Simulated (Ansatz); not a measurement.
The reference is ZrO₂ (space group P2_1/c, No. 14).

```
CELL_PARAMETERS angstrom
      5.18930     0.00000     0.00000
      0.00000     5.24180     0.00000
     -0.90344     0.00000     5.30261
ATOMIC_POSITIONS crystal
  Zr 0.27571 0.04384 0.21016
  Zr 0.72429 0.54384 0.28984
  Zr 0.72429 0.95616 0.78984
  Zr 0.27571 0.45616 0.71016
  O  0.06488 0.32613 0.35022
  O  0.93512 0.82613 0.14978
  O  0.93512 0.67387 0.64978
  O  0.06488 0.17387 0.85022
  O  0.45109 0.75674 0.47528
  O  0.54891 0.25674 0.02472
  O  0.54891 0.24326 0.52472
  O  0.45109 0.74326 0.97528
```

Cartesian axes are those of the cell as printed.

The values are results of PBE (Ansatz, a first-principles code; PAW; 420 eV plane waves; no spin-orbit coupling), earlier PAW set, not measurements.

The change: uniaxial strain ε_yy = +5.80 %, all other strain components held at zero, atoms relaxed at fixed cell.

Q: Predict the stress tensor and what it implies for the stiffness.

A: Stress of the strained cell less that of the base (GPa, compression positive):
```
  -5.97    0.00   -0.87
   0.00  -15.72    0.00
  -0.87    0.00   -4.76
```

Then −Δσ_ii/ε with ε = 0.0580 gives secant stiffness values (nonlinear terms included at this strain): C22 ≈ 271 GPa, C12 ≈ 103 GPa and C23 ≈ 82 GPa.

As a check, the harmonic strain energy −½ V₀ Δσ:ε is 34 meV/atom; the computed energy rise is 38 meV/atom.

Whether these cells are dynamically stable was not tested.
